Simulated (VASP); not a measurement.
**TaN: single point with r2SCAN+U**

Crystal: TaN.

```
CELL_PARAMETERS angstrom
3.04800 0.00000 0.00000
-1.52400 2.63965 0.00000
0.00000 0.00000 4.91800
ATOMIC_POSITIONS crystal
Ta 0.00000 0.00000 0.00000
Ta 0.00000 0.00000 0.50000
N 0.33333 0.66667 0.25000
N 0.66667 0.33333 0.75000
```

| Property | Result |
| --- | --- |
| Program | VASP 6.6.1 |
| Task | single point |
| Functional | r2SCAN |
| Potentials or basis | VASP PAW PBE potentials, release 64 (Ta_pv, N) |
| Cutoff | 520 eV |
| k mesh | 7 × 7 × 4 |
| Occupations | gaussian, width 0.05 eV |
| Spin | no spin polarisation |
| Hubbard terms | Ta d U = 6 eV |

```json
{
 "Pressure": "80.5 GPa",
 "Band gap on the k mesh": "none (metal or under the smearing width)"
}
```

Stress tensor (GPa, compression positive):
```
 50.94   0.00   0.00
  0.00  50.94   0.00
  0.00   0.00 139.71
```

Levels at points of the mesh, in eV from the Fermi level:
| k point | band 12 | band 13 | band 14 | band 15 | band 16 | band 17 | band 18 | band 19 | band 20 |
| --- | --- | --- | --- | --- | --- | --- | --- | --- | --- |
| (0.00, 0.00, 0.00) | -6.20 | -4.55 | -4.55 | -4.53 | -1.67 | -1.67 | -0.29 | -0.29 | 2.42 |
| (0.00, 0.00, 0.50) | -6.98 | -6.98 | -6.98 | -0.76 | -0.76 | 0.21 | 0.21 | 0.21 | 0.21 |

Eigenvalues of the final occupation matrices:
```tsv
site	spin	trace	eigenvalues
site 1 d	1	1.30	0.20 0.20 0.24 0.24 0.41
site 1 d	2	1.30	0.20 0.20 0.24 0.24 0.41
site 2 d	1	1.30	0.20 0.20 0.24 0.24 0.41
site 2 d	2	1.30	0.20 0.20 0.24 0.24 0.41
```

It took 3.3 min on 1 thread of AMD EPYC 7R43 64-Core Processor (Zen 3), on a shared host, peak memory 0.14 GiB.

Caveat: a pressure of tens of GPa on the cell as given is suspect, and the run, the potentials or the cell itself is likely at fault; the PAW data sets were made with another functional, which shifts forces and pressure a little; U without spin polarisation on a metal has little footing. Spin-orbit coupling is left out, which matters for the levels of Ta.
